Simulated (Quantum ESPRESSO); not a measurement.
# CuI (Marshite) in Quantum ESPRESSO: the effect of target pressure

Crystal: CuI (Marshite).

```
I Cu
1.0
     0.00000    3.03150    3.03150
     3.03150    0.00000    3.03150
     3.03150    3.03150    0.00000
I Cu
1 1
Direct
  0.00000 0.00000 0.00000
  0.75000 0.75000 0.75000
```

Alike in all runs:

- Program: Quantum ESPRESSO 7.5
- Task: phonons
- Functional: PBE
- Potentials or basis: GBRV 1.5 PBE
- Cutoff: 762 eV
- Density cutoff: 6095 eV
- k mesh: 6 × 6 × 6, shifted
- Occupations: fermi-dirac, width 0.05 eV
- Spin: no spin polarisation

Each run relaxes the cell or the atoms first.

| target pressure | relaxed volume (Å³/atom) | dielectric constant (mean) | highest phonon frequency (cm⁻¹) |
| --- | --- | --- | --- |
| -3 GPa | 30.74 | 6.23 | 88 |
| 0 GPa | ? | ? | ? |
| 3 GPa | 26.32 | 6.51 | 148 |
| 8 GPa | 24.40 | 6.70 | 178 |

Task: What does the run with target pressure 0 GPa give?

Result: Relaxed volume 28.02 Å³/atom; dielectric constant 6.38 mean; highest phonon frequency 124 cm⁻¹.

Worked out: A straight line through the other rows of the relaxed volume, of slope -0.582 Å³/atom per GPa, gives 28.70 Å³/atom, against the run's 28.02. A straight line through the other rows of the dielectric constant, of slope 0.0429  per GPa, gives 6.37 , against the run's 6.38. A straight line through the other rows of the highest phonon frequency, of slope 8.24 cm⁻¹ per GPa, gives 116 cm⁻¹, against the run's 124.

Caveats: the cell is more than 3 GPa from zero pressure, which shifts response properties (some runs).
